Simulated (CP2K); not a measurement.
Crystal: Nb.

```
CELL_PARAMETERS angstrom
2.88205 0.00000 0.00000
-0.96068 2.71722 0.00000
-0.96068 -1.35861 2.35318
ATOMIC_POSITIONS crystal
Nb 0.00000 0.00000 0.00000
```

Program: CP2K 2026.2. Alike in all runs: task band structure; no spin polarisation; cell as given; k mesh 11 × 11 × 11.

**Question.** Order these runs on this cell by their pressure, lowest first.
A. level PBEsol; potentials or basis POTENTIAL_UZH Nb GTH-PBE-q13; TZVP-MOLOPT-PBE-GTH basis; smearing fermi-dirac 0.1 eV; EPS_DEFAULT 1.0E-10; NGRIDS 5; potentials Nb GTH-PBE-q13 of POTENTIAL_UZH; points a segment of the path (NPOINTS) 6
B. level PBE; potentials or basis POTENTIAL_UZH Nb GTH-PBE-q13; TZVP-MOLOPT-PBE-GTH basis; smearing fermi-dirac 0.1 eV; EPS_DEFAULT 1.0E-9; NGRIDS 5; potentials Nb GTH-PBE-q13 of POTENTIAL_UZH; points a segment of the path (NPOINTS) 10
C. level LDA; potentials or basis GTH_POTENTIALS Nb GTH-PADE-q13; TZVP-MOLOPT-PBE-GTH basis; smearing fermi-dirac 0.05 eV; EPS_DEFAULT 1.0E-9; NGRIDS 4; potentials Nb GTH-PADE-q13 of GTH_POTENTIALS; points a segment of the path (NPOINTS) 10

**Answer.** C (-11.5 GPa), A (-6.5 GPa), B (-1.1 GPa).

Caveats: the basis of atomic orbitals isn't converged, which shifts pressures, moduli and gaps; the potentials were made for another functional, which shifts forces and pressure (some runs).
